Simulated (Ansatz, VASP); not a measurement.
One calculation of SiC, two programs

```
Si C
1.0
     0.00000    2.14379    2.14379
     2.14379    0.00000    2.14379
     2.14379    2.14379    0.00000
Si C
1 1
Direct
  0.00000 0.00000 0.00000
  0.75000 0.75000 0.75000
```

Alike in both runs: functional LDA; k mesh 10 × 10 × 10; no spin polarisation.

Ansatz relaxed the structure, and its values are those at the end. VASP's run is a single point on that final structure, the one shown.

|  | VASP | Ansatz |
| --- | --- | --- |
| version | VASP 6.6.1 | Ansatz 0.2.0 |
| potentials or method | VASP PAW LDA potentials, release 64 (Si, C) | PAW with Ansatz's default frozen-core files, scalar-relativistic |
| plane-wave cutoff (eV) | 520 | 420 |
| occupations | gaussian, width 0.01 eV | fixed |
| valence electrons in the cell | 8 | 8 |

Ansatz gave:

| Quantity | Value |
| --- | --- |
| gap on the k mesh at the Fermi level (eV) | 1.27 |
| pressure (GPa) | 7.0 |

Task: What did VASP give for the same quantities?

Result: gap on the k mesh at the Fermi level (eV): 1.26; pressure (GPa): 7.4.

A k mesh can miss the band edges.
